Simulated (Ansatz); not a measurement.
# CdS: band gap under strain

Aim: follow the gap of CdS built on the zincblende prototype through these states: no strain; -4.0 % biaxial strain in x and y, free along z; -3.0 % biaxial strain in x and y, free along z. The table at the end shows which levels were run.

Program: Ansatz 0.2.0. PAW datasets, plane waves. Computed at 0 K without zero-point motion; spin polarisation is off.

**1. Starting point**

The unstrained cell was relaxed with r2SCAN; in each strained cell the atoms were relaxed again with r2SCAN. Names of k-points are those of the unstrained zone, where strain can split equivalent points. First state: no strain.

Space group F-43m (No. 216), cubic; a = 5.878 Å in the conventional setting, 25.39 Å³ an atom. Around Cd lie 4 S at 2.55 Å; around S lie 4 Cd at 2.55 Å.

Coordinates:

```cif
data_structure
_symmetry_space_group_name_H-M 'F-43m'
_symmetry_Int_Tables_number 216
_cell_length_a 5.8784
_cell_length_b 5.8784
_cell_length_c 5.8784
_cell_angle_alpha 90.000
_cell_angle_beta 90.000
_cell_angle_gamma 90.000
_cell_volume 203.13
loop_
_atom_site_label
_atom_site_type_symbol
_atom_site_symmetry_multiplicity
_atom_site_Wyckoff_symbol
_atom_site_fract_x
_atom_site_fract_y
_atom_site_fract_z
_atom_site_occupancy
Cd1 Cd 4 a 0.00000 0.00000 0.00000 1
S1 S 4 d 0.25000 0.25000 0.75000 1
```

**2. No strain: PBE**

File input.yaml:

```yaml
crystal:
  lattice:
    - [0.0, 2.939214843, 2.939214843]
    - [2.939214843, 0.0, 2.939214843]
    - [2.939214843, 2.939214843, 0.0]
  atoms:
    - { symbol: Cd, position: [0.0, 0.0, 0.0] }
    - { symbol: S, position: [0.25, 0.25, 0.25] }
kpoints:
  mp_grid: { grid: [8, 8, 8] }
  band_path:
    path:
      - [0.0, 0.0, 0.0]
      - [-0.5, -0.5, 0.0]
      - [-0.375, -0.375, 0.25]
      - [-0.375, 0.0, 0.375]
      - [0.0, 0.0, 0.5]
      - [-0.5, -0.25, 0.25]
    npoints: 1
hamiltonian:
  xc: pbe
scf:
  occupations: { method: fermi_dirac, width: 0.02 }
  n_extra_bands: 4
output:
  forces: true
  stress: true
  eigenvalues: true
  write_density: true
  write_potential: true
  elf: true
  volumetric_format: npy
```

On the command line:

```bash
ansatz run input.yaml --threads 2 --pin off --max-ram 29491MiB --backend cpu --events-out ev --progress --plain --runs-dir out
```

The runs that follow: No strain: r2SCAN; No strain: HSE06; No strain: r2SCAN+SOC; No strain: r2SCAN; No strain: G0W0@PBE; -4.0 % biaxial strain in x and y, free along z: PBE; -4.0 % biaxial strain in x and y, free along z: r2SCAN; -4.0 % biaxial strain in x and y, free along z: HSE06; -4.0 % biaxial strain in x and y, free along z: r2SCAN+SOC; -4.0 % biaxial strain in x and y, free along z: r2SCAN; -4.0 % biaxial strain in x and y, free along z: G0W0@PBE; -3.0 % biaxial strain in x and y, free along z: PBE; -3.0 % biaxial strain in x and y, free along z: r2SCAN; -3.0 % biaxial strain in x and y, free along z: HSE06; -3.0 % biaxial strain in x and y, free along z: r2SCAN+SOC; -3.0 % biaxial strain in x and y, free along z: r2SCAN; -3.0 % biaxial strain in x and y, free along z: G0W0@PBE.

Q: Predict the outcome of this session.

**Answer**, as computed:

Least gap in eV (negative: overlap), with the change from the unstrained cell in brackets. G0W0 is on its own coarse mesh.

| state | volume change (%) | PBE | r2SCAN | HSE06 | G0W0 |
| --- | --- | --- | --- | --- | --- |
| no strain | +0.0 | 1.10 | 1.54 | 2.11 | 1.76 |
| -4.0 % biaxial strain in x and y, free along z | -2.6 | 1.02 (-0.08) | 1.47 (-0.07) | 2.03 (-0.08) | 1.68 (-0.08) |
| -3.0 % biaxial strain in x and y, free along z | -1.9 | 1.05 (-0.05) | 1.49 (-0.05) | 2.06 (-0.05) | 1.71 (-0.05) |

What this shows: With HSE06, of the states in the table -4.0 % biaxial strain in x and y, free along z shifts the gap most, by -0.072 eV. PBE and HSE06 differ by 1.01 eV on the unstrained gap, and by at most 0.00 eV on its change: the two disagree on the size of the gap but agree on its response to strain. G0W0 here is at a finite number of bands, screening cutoff and k mesh, not at the basis limit.
